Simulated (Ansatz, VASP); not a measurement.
## NaCl: VASP beside Ansatz

Contents of INCAR:

```
SYSTEM = NaCl
PREC = Accurate
ENCUT = 520
EDIFF = 1E-7
ISMEAR = 0
SIGMA = 0.02
LREAL = .False.
LASPH = .True.
NELM = 100
ALGO = Fast
ISIF = 2
LWAVE = .False.
LCHARG = .True.
GGA = PE
LELF = .True.
LVHAR = .True.
NBANDS = 14
```

Contents of KPOINTS:

```
Automatic mesh
0
Gamma
  6 6 6
  0 0 0
```

File POSCAR:

```
NaCl
1.0
    3.6442038045      0.0350219000      0.0086854312
    0.0350219000      3.6442038045      0.0086854312
    0.0086854312      0.0086854312      3.6516634692
Na Cl
1 1
Direct
   -0.0038658810     -0.0038658810      0.0065945022
    0.5038658810      0.5038658810      0.4934054978
```

Input for Ansatz:

```yaml
crystal:
  lattice:
    - [3.6442038045, 0.0350219, 0.0086854312]
    - [0.0350219, 3.6442038045, 0.0086854312]
    - [0.0086854312, 0.0086854312, 3.6516634692]
  atoms:
    - { symbol: Na, position: [-0.003865881, -0.003865881, 0.0065945022] }
    - { symbol: Cl, position: [0.503865881, 0.503865881, 0.4934054978] }
basis:
  ecutwfc: 420
kpoints:
  mp_grid: { grid: [6, 6, 6] }
hamiltonian:
  xc: pbe
scf:
  occupations: { method: gaussian, width: 0.02 }
output:
  forces: true
  stress: true
  eigenvalues: true
  populations: true
```

Alike in both runs: task single point; functional PBE; k mesh 6 × 6 × 6; occupations gaussian, width 0.02 eV; no spin polarisation.

|  | VASP | Ansatz |
| --- | --- | --- |
| version | VASP 6.6.1 | Ansatz 0.2.0 |
| potentials or method | VASP PAW PBE potentials, release 64 (Na_pv, Cl) | scalar-relativistic, plane waves, PAW |
| plane-wave cutoff (eV) | 520 | 420 |
| valence electrons in the cell | 14 | 16 |

|  | VASP | Ansatz | Ansatz less VASP |
| --- | --- | --- | --- |
| gap on the k mesh at the Fermi level (eV) | 3.61 | 3.61 | 0.000 |
| least direct gap on the mesh (eV) | 3.98 | 3.98 | 0.000 |
| pressure (GPa) | -2.3 | -2.3 | +0.05 |
| largest component of the traceless stress (GPa) | 0.11 | 0.11 | 0.000 |
| rms of the force components (eV/Å) | 0.003 | 0.003 | +0.0003 |

Atom by atom the forces differ by 0.000 eV/Å (rms over components). The two sets of potentials don't hold the same shells in valence.

A k mesh can miss the band edges.
